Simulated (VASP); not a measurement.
Write an ASE script for VASP 6.6.1 that does the following.

* Task: density of states
* Functional: BLYP
* Dispersion: D4
* Potentials or basis: VASP PAW PBE potentials, release 64 (As, Ga_h)
* Cutoff: 900 eV
* k mesh: 8 × 8 × 8
* Occupations: gaussian, width 0.05 eV
* Spin: no spin polarisation
* Further INCAR settings: ALGO = Fast; EDIFF = 1.00e-07; NBANDS = 16

The structure of GaAs lies in POSCAR:

```
GaAs
1.0
    0.0000000000      2.8268500000      2.8268500000
    2.8268500000      0.0000000000      2.8268500000
    2.8268500000      2.8268500000      0.0000000000
As Ga
1 1
Direct
    0.7500000000      0.7500000000      0.7500000000
    0.0000000000      0.0000000000      0.0000000000
```

The input as run:

run.py

```python
from ase.calculators.vasp import Vasp
from ase.dft.dos import DOS
from ase.io import read

atoms = read('POSCAR')
calc = Vasp(
    directory='calc',
    xc='blyp',
    pp='PBE',
    setups={'base': 'minimal', 'Ga': '_h'},
    prec='Accurate',
    encut=900,
    ediff=1e-07,
    ismear=0,
    sigma=0.05,
    lreal=False,
    lasph=True,
    nelm=80,
    algo='Fast',
    isif=2,
    lwave=False,
    lcharg=False,
    ivdw=13,
    vdw_s6=1.0,
    vdw_s8=2.34076671,
    vdw_a1=0.44488865,
    vdw_a2=4.0933009,
    lorbit=11,
    kpts=[8, 8, 8],
    gamma=True,
    nbands=16,
)
atoms.calc = calc

print('energy (eV):', atoms.get_potential_energy())
print('free energy (eV):', atoms.get_potential_energy(force_consistent=True))
print('forces (eV/A):')
print(atoms.get_forces())
print('stress (eV/A^3, Voigt):', atoms.get_stress())
print('Fermi level (eV):', calc.get_fermi_level())
dos = DOS(calc, width=0.2, window=(-10, 10), npts=301)
print('E - E_F (eV), DOS (1/eV)')
for e, g in zip(dos.get_energies(), dos.get_dos()):
    print(f'{e:8.3f} {g:10.4f}')
```

Potentials or basis: VASP PAW PBE potentials, release 64 (As, Ga_h).

The run is started by

```sh
$ python run.py
```

It gave:

```yaml
Pressure: 1.1 GPa
Band_gap_on_the_k_mesh: 0.40 eV, direct
Valence_electrons_inside_the_program's_atomic_spheres: As 2.87; Ga 10.66
Dispersion_energy_per_atom: -0.797 eV
```

Caveat: the PAW data sets were made with another functional, which shifts forces and pressure a little.

It took 99 s on 1 thread of Intel(R) Xeon(R) Platinum 8488C (Sapphire Rapids), with other jobs on the host, peak memory 0.26 GiB.
